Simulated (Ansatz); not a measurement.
# SnO2 (P-3m1) at 2 levels of theory

One geometry, relaxed with PBE+D3(BJ); plane waves with PAW potentials in Ansatz, scalar-relativistic. No spin polarisation. Gaps are the least over mesh and band path; pressure is positive in compression.

```yaml
crystal:
  lattice:
    - [3.21639, 0.00000, 0.00000]
    - [-1.60819, 2.78547, 0.00000]
    - [0.00000, 0.00000, 4.59427]
  atoms:
    - { symbol: Sn, position: [0.00000, 0.00000, 0.50000] }
    - { symbol: O, position: [0.33333, 0.66667, 0.71998] }
    - { symbol: O, position: [0.66667, 0.33333, 0.28002] }
```

| level | cutoff (eV) | k mesh | gap (eV) | pressure (GPa) |
| --- | --- | --- | --- | --- |
| PBE+D3(BJ) | 420 | 12×12×6 | 1.87 | 0.0 |

What comes out on the same cell with r2SCAN?

| level | cutoff (eV) | k mesh | gap (eV) | pressure (GPa) |
| --- | --- | --- | --- | --- |
| r2SCAN | 500 | 12×12×6 | 2.38 | -4.6 |

The cell holds layers, chains or molecules whose binding is poorly described in rows without D3.

The cell was found from a structure generator's guess, not taken from experiment.
